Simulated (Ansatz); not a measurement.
## SiNi: a vibration from a frozen displacement

The calculation used DFT r2SCAN, scalar-relativistic, plane waves, PAW (Ansatz). The runs took a 500 eV cutoff, a Γ-centred 10×10×10 mesh and Gaussian smearing (0.15 eV). No spin polarisation. A magnetic state may lie lower. Energies are free energies at this smearing, counted from the undisturbed cell; pressure is positive in compression.

The undisturbed cell (relaxed at this level; this form isn't the usual structure):

```xyz
8
Lattice="4.4648 0.0000 0.0000 0.0000 4.4648 0.0000 0.0000 0.0000 4.4648" Properties=species:S:1:pos:R:3 pbc="T T T"
Si    3.7813    3.7813    3.7813
Si    2.9159    0.6835    1.5489
Si    1.5489    2.9159    0.6835
Si    0.6835    1.5489    2.9159
Ni    0.6640    0.6640    0.6640
Ni    1.5684    3.8008    2.8964
Ni    2.8964    1.5684    3.8008
Ni    3.8008    2.8964    1.5684
```

Atom 1 (Si) is moved by x along the Cartesian unit vector (0.577, 0.577, 0.577); the cell and all other atoms stay fixed. The cell's volume is 89.00 Å³; the moved atoms weigh 28.085 u together and the others 319.029 u.

| x (Å) | ΔE (meV/cell) | total force on the moved atoms along the move (eV/Å) | pressure (GPa) |
| --- | --- | --- | --- |
| -0.2000 | 245.91 | 2.4581 | 1.6346 |
| -0.1500 | 138.50 | 1.8403 | 0.9403 |
| -0.1000 | 61.77 | 1.2294 | 0.4303 |
| 0.0000 | 0.00 | 0.0005 | -0.0340 |
| 0.0500 | 15.79 | -0.6360 | 0.0139 |
| 0.1500 | 146.69 | -2.0106 | 0.6841 |
| 0.2000 | 266.12 | -2.7779 | 1.3150 |

Q: What frequency belongs to this motion?

A: The force constant is k = −dF/dx = 12.583 eV/Å², from the parabola through x = -0.1000, 0 and 0.0500. In every cell the moved atoms swing against the rest, so the mass is μ = m₁m₂/(m₁ + m₂) = 25.813 u, and ν̃ = 521.5 cm⁻¹ × √(|k|/μ) = 364 cm⁻¹. The pattern needn't be a normal mode: ν̃² is then a weighted mean of the squared nonzero frequencies at the zone centre of this cell, so it lies between the lowest and the highest of them.

Q: How far does the harmonic law reach?

A: At x = -0.200 Å, kx²/2 = 251.67 meV against the computed 245.91 meV (-2.3 %): the well is still close to harmonic there.

In a metal these slopes depend on the k mesh and the smearing.